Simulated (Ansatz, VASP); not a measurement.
# C: VASP beside Ansatz

```
C
1.0
     1.32888    0.00000    0.00000
     0.00000    1.68128    0.00000
     0.00000    0.00000    2.47767
C
1
Direct
  0.00000 0.50000 0.00000
```

Alike in both runs: task single point; functional PBE; k mesh 12 × 10 × 8; occupations gaussian, width 0.1 eV; collinear spin.

|  | VASP | Ansatz |
| --- | --- | --- |
| version | VASP 6.6.1 | Ansatz 0.2.0 |
| potentials or method | VASP PAW PBE potentials, release 64 (C) | scalar-relativistic, plane waves, PAW |
| plane-wave cutoff (eV) | 520 | 420 |
| valence electrons in the cell | 4 | 4 |

```csv
,VASP,Ansatz,Ansatz less VASP
gap on the k mesh at the Fermi level (eV),none,none,-
net moment per atom (μB),0.00,0.00,0.000
```

A gap of «none» marks a metal or a gap that the smearing closes. The functional is the same, so the differences come from potentials, cutoffs and numerics. Ansatz warned: «seeded_moment_not_kept».

Caveats: the k mesh is coarse (spacing up to 0.39 Å⁻¹), so the values aren't converged.
